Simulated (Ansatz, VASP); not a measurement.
## Sn: VASP beside Ansatz

POSCAR

```
Sn
1.0
    0.0000000000      3.2456000000      3.2456000000
    3.2456000000      0.0000000000      3.2456000000
    3.2456000000      3.2456000000      0.0000000000
Sn
2
Direct
    0.5000000000      0.5000000000      0.5000000000
    0.7500000000      0.7500000000      0.7500000000
```

INCAR.step1

```
SYSTEM = Sn
  PREC = Accurate
  ENCUT = 520
  ISMEAR = 0
  SIGMA = 0.15
  LREAL = .False.
  LASPH = .True.
  NELM = 60
  NBANDS = 21
  GGA = PE
  ALGO = Normal
  EDIFF = 1E-4
  LWAVE = .True.
  LCHARG = .False.
```

Contents of INCAR.step2:

```
SYSTEM = Sn
  PREC = Accurate
  ENCUT = 520
  EDIFF = 1E-6
  ISMEAR = 0
  SIGMA = 0.15
  LREAL = .False.
  LASPH = .True.
  NELM = 60
  ALGO = Normal
  ISIF = 2
  LWAVE = .False.
  LCHARG = .True.
  METAGGA = R2SCAN
  LMIXTAU = .True.
  LELF = .True.
  LVHAR = .True.
  NBANDS = 21
  ISTART = 1
```

The input KPOINTS:

```
Automatic mesh
0
Gamma
  10 10 10
  0 0 0
```

Input for Ansatz:

```yaml
crystal:
  lattice:
    - [0.0, 3.2456, 3.2456]
    - [3.2456, 0.0, 3.2456]
    - [3.2456, 3.2456, 0.0]
  atoms:
    - { symbol: Sn, position: [0.5, 0.5, 0.5] }
    - { symbol: Sn, position: [0.75, 0.75, 0.75] }
basis:
  ecutwfc: 500
kpoints:
  mp_grid: { grid: [10, 10, 10] }
hamiltonian:
  xc: r2scan
scf:
  occupations: { method: gaussian, width: 0.15 }
output:
  forces: true
  stress: true
  eigenvalues: true
```

This isn't the form of Sn at room conditions, which is tetragonal (white tin).

Alike in both runs: task single point; functional r2SCAN; k mesh 10 × 10 × 10; occupations gaussian, width 0.15 eV; no spin polarisation.

|  | VASP | Ansatz |
| --- | --- | --- |
| version | VASP 6.6.1 | Ansatz 0.2.0 |
| potentials or method | VASP PAW PBE potentials, release 64 (Sn_d) | scalar-relativistic, plane waves, PAW |
| plane-wave cutoff (eV) | 520 | 500 |
| valence electrons in the cell | 28 | 28 |

```csv
,VASP,Ansatz,Ansatz less VASP
gap on the k mesh at the Fermi level (eV),none,none,-
pressure (GPa),1.6,1.6,+0.04
```

A gap of «none» marks a metal or a gap that the smearing closes. With one functional, cell and mesh, what is left measures potentials, basis and numerics.

Caveats: the PAW data sets were made with another functional, which shifts forces and pressure a little (VASP).
